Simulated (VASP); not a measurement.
Input of a VASP 6.6.1 run:

Contents of INCAR:

```
SYSTEM = Rb
PREC = Accurate ; ENCUT = 600
EDIFF = 1E-7 ; ISMEAR = 1
SIGMA = 0.1 ; LREAL = .FALSE.
LASPH = .TRUE. ; NELM = 80
ALGO = Normal ; ISIF = 3
LWAVE = .FALSE. ; LCHARG = .FALSE.
GGA = PS ; IBRION = 2
NSW = 90 ; EDIFFG = -0.005
```

File KPOINTS:

```
Automatic mesh
0
G
  12 12 12
  0 0 0
```

Contents of POSCAR:

```
Rb                                      
1.0
   -2.7871698456      2.7871698456      2.7871698456
    2.7871698456     -2.7871698456      2.7871698456
    2.7871698456      2.7871698456     -2.7871698456
  Rb            
     1
Direct
     0.0000000000000000    0.0000000000000000    0.0000000000000000
```

Potentials or basis: VASP PAW PBE potentials, release 64 (Rb_sv).

Command:

```console
$ cat potpaw_PBE.64/Rb_sv/POTCAR > POTCAR
$ mpirun -np 1 vasp_std > vasp.out
```

(1) Predict the band gap on the k mesh.

Answers

(1) none (metal or under the smearing width).

Caveat: the relaxation stopped at its first step, so nothing moved.
